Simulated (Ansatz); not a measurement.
Density of states of Mg

```
Mg
1.0
    -1.79186    1.79186    1.79186
     1.79186   -1.79186    1.79186
     1.79186    1.79186   -1.79186
Mg
1
Direct
  0.00000 0.00000 0.00000
```

The cell was built from the bcc type and relaxed in the same program, and has space group Im-3m; it needn't be a known or the stable phase.

All numbers below come from DFT, PBE, all-electron LAPW, scalar-relativistic in Ansatz 0.2.0.

Settings: a Γ-centred 13×13×13 k mesh, Fermi–Dirac smearing of 0.05 eV, basis error target 0.25 meV/atom, no spin polarisation.

States per eV and cell, averaged over 0.4 eV, from -7.0 to 2.8 eV, with energies (bin centres) from the Fermi level; empty bins are left out. 

```tsv
E (eV)	total
-6.9	0.03
-6.5	0.10
-6.1	0.14
-5.7	0.17
-5.3	0.20
-4.9	0.23
-4.5	0.25
-4.1	0.27
-3.7	0.29
-3.3	0.31
-2.9	0.33
-2.5	0.35
-2.1	0.39
-1.7	0.46
-1.3	0.41
-0.9	0.37
-0.5	0.35
-0.1	0.39
0.3	0.43
0.7	0.56
1.1	0.48
1.5	0.45
1.9	0.48
2.3	0.52
2.7	0.52
```
